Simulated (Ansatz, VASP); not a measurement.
**Ti: VASP beside Ansatz**

File INCAR:

```
  PREC = Accurate
  ENCUT = 520
  EDIFF = 1E-8
  ISMEAR = -1
  SIGMA = 0.05
  LREAL = F
  LASPH = T
  NELM = 100
  ALGO = Normal
  ISIF = 2
  LWAVE = F
  LCHARG = F
  GGA = PE
  LEFG = T
  NBANDS = 12
```

The input KPOINTS:

```
Automatic mesh
0
Gamma
  14 14 14
```

Contents of POSCAR:

```
Ti
1.0
   -1.6545625985      1.6545625985      1.6545625985
    1.6545625985     -1.6545625985      1.6545625985
    1.6545625985      1.6545625985     -1.6545625985
Ti
1
Direct
    0.0000000000      0.0000000000      0.0000000000
```

Input for Ansatz:

```yaml
crystal:
  lattice:
    - [-1.6545625985, 1.6545625985, 1.6545625985]
    - [1.6545625985, -1.6545625985, 1.6545625985]
    - [1.6545625985, 1.6545625985, -1.6545625985]
  atoms:
    - { symbol: Ti, position: [0.0, 0.0, 0.0] }
kpoints:
  mp_grid: { grid: [14, 14, 14] }
scf:
  occupations: { method: fermi_dirac, width: 0.05 }
hamiltonian:
  xc: pbe
  pseudopotentials: { kind: paw }
output:
  forces: true
  stress: true
  eigenvalues: true
  efg: { contact_densities: true }
```

Change from the starting cell: volume scaled by 1.025, PAW files.

Alike in both runs: task electric field gradients; functional PBE; k mesh 14 × 14 × 14; occupations fermi-dirac, width 0.05 eV; no spin polarisation.

```csv
,VASP,Ansatz
version,VASP 6.6.1,Ansatz 0.2.0
potentials or method,"VASP PAW PBE potentials, release 64 (Ti_sv)","PAW with Ansatz's default frozen-core files, scalar-relativistic"
plane-wave cutoff (eV),520,420
valence electrons in the cell,12,12
```

VASP gave:

* pressure (GPa): -4.9
* Vzz of the field gradient on the site that differs most (V/Å²): 0.0

Estimate Ansatz's values.

pressure (GPa): -4.7; Vzz of the field gradient on the site that differs most (V/Å²): 0.0.
